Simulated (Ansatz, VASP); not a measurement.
## CdS (Greenockite): VASP beside Ansatz

```xyz
4
Lattice="4.0939 0.0000 0.0000 -2.0470 3.5454 0.0000 0.0000 0.0000 6.6459" Properties=species:S:1:pos:R:3 pbc="T T T"
Cd    2.0470    1.1818    3.3230
Cd    0.0000    2.3636    0.0000
S     2.0470    1.1818    5.8152
S     0.0000    2.3636    2.4922
```

Change from the starting cell: volume scaled by 0.96.

Alike in both runs: task single point; functional PBE; k mesh 7 × 7 × 4; occupations fermi-dirac, width 0.05 eV; no spin polarisation.

```csv
,VASP,Ansatz
version,VASP 6.6.1,Ansatz 0.2.0
potentials or method,"VASP PAW PBE potentials, release 64 (Cd, S), cutoff 520 eV","all-electron LAPW, scalar-relativistic"
```

VASP gave:

```
gap on the k mesh at the Fermi level (eV)       : 1.30
least direct gap on the mesh (eV)               : 1.30
pressure (GPa)                                  : 5.3
largest component of the traceless stress (GPa) : 0.54
rms of the force components (eV/Å)              : 0.045
```

**Question.** Estimate Ansatz's values.

**Answer.** gap on the k mesh at the Fermi level (eV): 1.29; least direct gap on the mesh (eV): 1.29; pressure (GPa): 4.9; largest component of the traceless stress (GPa): 0.52; rms of the force components (eV/Å): 0.044.

Atom by atom the forces differ by 0.001 eV/Å (rms over components). Ansatz ran all-electron here, so the differences hold the error of VASP's frozen core and of both bases.
